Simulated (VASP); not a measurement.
# ScAl₃: molecular dynamics with a thermostat

ScAl₃, I4/mmm (no. 139), 8 atoms in the cell. PBE, molecular dynamics; PAW potentials Sc_sv, Al (PBE set).

Ensemble: Nose-Hoover; Target temperature (K): 600.

## Input

INCAR:
```
GGA = PE
PREC = Normal
ENCUT = 240
EDIFF = 1E-6
NELMIN = 4
NELM = 60
ALGO = Fast
LREAL = Auto
LASPH = True
ISMEAR = -1
SIGMA = 0.05
ISYM = 0
LWAVE = False
LCHARG = False
IBRION = 0
NSW = 60
POTIM = 2.0
TEBEG = 600
ISIF = 2
RANDOM_SEED = 940747 0 0
MDALGO = 2
SMASS = 0
KPAR = 2
```

KPOINTS:
```
k-points
0
Gamma
  3 3 2
```

POSCAR:
```
ScAl3
1.0
    4.0255900000      0.0000000000      0.0000000000
    0.0000000000      4.0255900000      0.0000000000
    0.0000000000      0.0000000000      8.8463920000
Sc Al
2 6
Direct
    0.0000000000      0.0000000000      0.0000000000
    0.5000000000      0.5000000000      0.5000000000
    0.5000000000      0.5000000000      0.0000000000
    0.5000000000      0.0000000000      0.2500000000
    0.0000000000      0.5000000000      0.2500000000
    0.0000000000      0.0000000000      0.5000000000
    0.0000000000      0.5000000000      0.7500000000
    0.5000000000      0.0000000000      0.7500000000
```

Commands:
```
cat potpaw_PBE.64/Sc_sv/POTCAR potpaw_PBE.64/Al/POTCAR > POTCAR
mpirun -np 2 vasp_std > vasp.out
```

## Result

- Mean temperature (K): 636
- Standard error of the mean temperature (K): 132
- Relative fluctuation of the kinetic energy: 0.547
- Canonical value of that fluctuation: 0.309
- Rise of the mean potential energy above the start (meV/atom): 92.3
- Electronic steps per ionic step after the first: 4.6

Course of the run:

| Time (fs) | Temperature (K) | Potential energy less the first (meV/atom) |
|---|---|---|
| 2 | 600 | 0.0 |
| 12 | 483 | 13.9 |
| 20 | 318 | 36.4 |
| 30 | 212 | 58.8 |
| 38 | 312 | 63.5 |
| 48 | 802 | 64.1 |
| 56 | 1181 | 93.2 |
| 66 | 737 | 183.0 |
| 74 | 481 | 218.9 |
| 84 | 1110 | 159.5 |
| 92 | 1326 | 104.8 |
| 102 | 643 | 91.4 |
| 110 | 308 | 91.4 |
| 120 | 275 | 74.5 |

REPORT:
```
MDALGO =   2
               SCALING =       0
                 CNEXP =     9.000   14.000
           RANDOM_SEED =            940747                0                0

   original number of atomic DOF:         21
   number of independent constraints:      0
   number of active DOF:                  21

========================================
         MD step No.       1
========================================

  Atomic velocities initialized by STEP_tb

  >Energies
                    E_tot             E_pot             E_kin               EPS                ES
   e_b>   -0.36961435E+02   -0.37504331E+02    0.54289563E+00    0.00000000E+00    0.00000000E+00

  >Temperature
               T_sim     T_inst
   tmprt>    600.000    600.000

  >Thermostat:
           s(n+1) sdot(n+1)      s(n)   sdot(n)        Qs
   s_b>   0.00000   0.00000   0.00000   0.00000   0.20960

           RANDOM_SEED =            940747               48                0

[... steps left out ...]

========================================
         MD step No.      60
========================================

  >Energies
                    E_tot             E_pot             E_kin               EPS                ES
   e_b>   -0.36961860E+02   -0.36908188E+02    0.24896103E+00    0.11139878E+00   -0.41403179E+00

  >Temperature
               T_sim     T_inst
   tmprt>    600.000    275.148

  >Thermostat:
           s(n+1) sdot(n+1)      s(n)   sdot(n)        Qs
   s_b>  -0.33423   0.04386  -0.38132   0.05031   0.20960

           RANDOM_SEED =            940747               48                0
```

OSZICAR:
```
N       E                     dE             d eps       ncg     rms          rms(c)
DAV:   1     0.190897349022E+03    0.19090E+03   -0.11553E+04   628   0.789E+02
DAV:   2    -0.273998073431E+02   -0.21830E+03   -0.21392E+03   676   0.356E+02
DAV:   3    -0.393190772557E+02   -0.11919E+02   -0.11285E+02   800   0.706E+01
DAV:   4    -0.396716999297E+02   -0.35262E+00   -0.34438E+00   784   0.104E+01
DAV:   5    -0.396764431620E+02   -0.47432E-02   -0.47329E-02   776   0.133E+00    0.111E+01
RMM:   6    -0.374911952889E+02    0.21852E+01   -0.95275E+00   573   0.232E+01    0.358E+00
RMM:   7    -0.375647140396E+02   -0.73519E-01   -0.24069E+00   623   0.719E+00    0.191E+00
RMM:   8    -0.375013640762E+02    0.63350E-01   -0.20137E-01   511   0.434E+00    0.133E+00
RMM:   9    -0.375021900871E+02   -0.82601E-03   -0.94815E-02   620   0.175E+00    0.345E-01
RMM:  10    -0.375040505123E+02   -0.18604E-02   -0.22496E-02   617   0.660E-01    0.289E-01
RMM:  11    -0.375046502786E+02   -0.59977E-03   -0.44812E-03   698   0.294E-01    0.475E-01
RMM:  12    -0.375043288588E+02    0.32142E-03   -0.23002E-03   604   0.317E-01    0.183E-01
[... left out ...]
     58 T=   253. E= -.36961658E+02 F= -.36834054E+02 E0= -.36802704E+02  EK= 0.22897E+00 SP= -.54E+00 SK= 0.18E+00
     59 T=   260. E= -.36961776E+02 F= -.36868116E+02 E0= -.36836988E+02  EK= 0.23488E+00 SP= -.47E+00 SK= 0.14E+00
[... last step whole ...]
       N       E                     dE             d eps       ncg     rms          rms(c)
DAV:   1    -0.369081706518E+02   -0.40055E-01   -0.42945E-03   971   0.204E+00    0.336E-03
RMM:   2    -0.369081854606E+02   -0.14809E-04   -0.15034E-04   592   0.813E-02    0.226E-03
RMM:   3    -0.369081878802E+02   -0.24196E-05   -0.24106E-05   494   0.382E-02    0.198E-03
RMM:   4    -0.369081880907E+02   -0.21045E-06   -0.23828E-06   312   0.146E-02
     60 T=   275. E= -.36961860E+02 F= -.36908188E+02 E0= -.36877260E+02  EK= 0.24896E+00 SP= -.41E+00 SK= 0.11E+00
```

Limits: 120 fs of 8 atoms are too short for converged averages; the cell is only 4.0 Å across, so each atom moves in step with near copies of itself.

VASP 6.6.1 took 112 s on 2 cores (AMD EPYC 7R13 (Zen 3)), a shared host.
